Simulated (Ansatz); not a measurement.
Crystal: WS2 (Tungstenite).

```
W S
1.0
     3.18000    0.00000    0.00000
    -1.59000    2.75396    0.00000
     0.00000    0.00000   12.50000
W S
2 4
Direct
  0.66667 0.33333 0.75000
  0.33333 0.66667 0.25000
  0.66667 0.33333 0.37500
  0.33333 0.66667 0.87500
  0.66667 0.33333 0.12500
  0.33333 0.66667 0.62500
```

Base run:

* Program: Ansatz 0.2.0
* Functional: PBEsol
* Potentials or basis: Ansatz PAW
* Cutoff: 420 eV (not typed: the program's choice for these potentials)
* k mesh: 10 × 10 × 3
* Occupations: fermi-dirac, width 0.05 eV
* Spin: no spin polarisation

Its results: band gap on the k mesh 1.07 eV, indirect (least direct gap 2.08 eV); pressure -2.7 GPa; largest force 0.154 eV/Å.

After a change of settings the same cell gave: band gap on the k mesh 1.17 eV, indirect (least direct gap 2.09 eV); pressure 5.0 GPa; largest force 0.211 eV/Å. Which change was it?
A. functional from PBEsol to PBE; occupations from fermi-dirac, width 0.05 eV to gaussian, width 0.012 eV
B. functional from PBEsol to RPBE
C. functional from PBEsol to r2SCAN; cutoff from 420 eV (not typed: the program's choice for these potentials) to 500 eV (not typed: the program's choice for these potentials)
D. k mesh from 10 × 10 × 3 to 7 × 7 × 3; spin from no spin polarisation to spin-orbit coupling, no magnetisation; potential files from those of the base run to others of the same set

B.

RPBE binds less tightly than PBEsol, so the same cell stands under more pressure.

Caveats: the k mesh misses the band edges, so the gap on the mesh is wider than the one along the path; spin-orbit coupling is left out, which moves the levels of the heavy elements; this functional lacks dispersion, which binds the layers, so the pressure and a relaxed spacing across them are unreliable; the PAW data sets come from PBE, with cores solved anew for the run's functional, which leaves a small shift of forces and pressure.
